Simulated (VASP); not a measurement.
# Tl: restarted molecular dynamics, 2 variants

Tl, Im-3m (no. 229), 12 atoms in the cell. PBE, molecular dynamics; PAW potentials Tl (PBE set).

| Restart from | Temperature at the end (K) | The same without a restart (K) | Potential energy at the end (eV/atom) | The same without a restart (eV/atom) | Electronic steps in the first step after the restart | Time (s) |
|---|---|---|---|---|---|---|
| CONTCAR with velocities, WAVECAR read | 452.0 | 452.0 | -2.11772 | -2.11772 | 4 | 176 |
| CONTCAR with velocities, no WAVECAR | 452.0 | 452.0 | -2.11772 | -2.11772 | 13 | 215 |

Limits: 240 fs of 12 atoms are too short for converged averages.

## Input of the first row

INCAR.step1:
```
  GGA = PE
  PREC = Normal
  ENCUT = 200
  EDIFF = 1E-6
  NELMIN = 4
  NELM = 60
  ALGO = Fast
  LREAL = Auto
  LASPH = True
  ISMEAR = -1
  SIGMA = 0.05
  ISYM = 0
  LWAVE = True
  LCHARG = False
  IBRION = 0
  NSW = 30
  POTIM = 4.0
  TEBEG = 600
  ISIF = 2
  RANDOM_SEED = 19436 0 0
  MDALGO = 2
  SMASS = 0
  KPAR = 2
```

INCAR.step2, as INCAR.step1 but for:
```
- LWAVE = True
+ LWAVE = False
```

KPOINTS:
```
k-points
0
Monkhorst-Pack
  2 2 2
```

POSCAR.step1:
```
Tl
1.0
   -3.9119903470      3.9119903470      3.9119903470
    3.9119903470     -3.9119903470      3.9119903470
    5.8679855205      5.8679855205     -5.8679855205
Tl
12
Direct
    0.0000000000      0.0000000000      0.0000000000
    0.0000000000      0.0000000000      0.3333333333
    0.0000000000      0.0000000000      0.6666666667
    0.0000000000      0.5000000000      0.0000000000
    0.0000000000      0.5000000000      0.3333333333
    0.0000000000      0.5000000000      0.6666666667
    0.5000000000      0.0000000000      0.0000000000
    0.5000000000      0.0000000000      0.3333333333
    0.5000000000      0.0000000000      0.6666666667
    0.5000000000      0.5000000000      0.0000000000
    0.5000000000      0.5000000000      0.3333333333
    0.5000000000      0.5000000000      0.6666666667
```

Commands (each step's output is kept before the next begins):
```
cat potpaw_PBE.64/Tl/POTCAR > POTCAR
cp INCAR.step1 INCAR
cp POSCAR.step1 POSCAR
mpirun -np 2 vasp_std > vasp.out
cp CONTCAR POSCAR
cp INCAR.step2 INCAR
mpirun -np 2 vasp_std > vasp.out
```

Changes of the last row against the first:
```
(step 1)
- LWAVE = True
+ LWAVE = False
```

VASP 6.6.1 took 176 s on 2 cores (Intel Xeon 6975P-C (Granite Rapids)), a shared host.
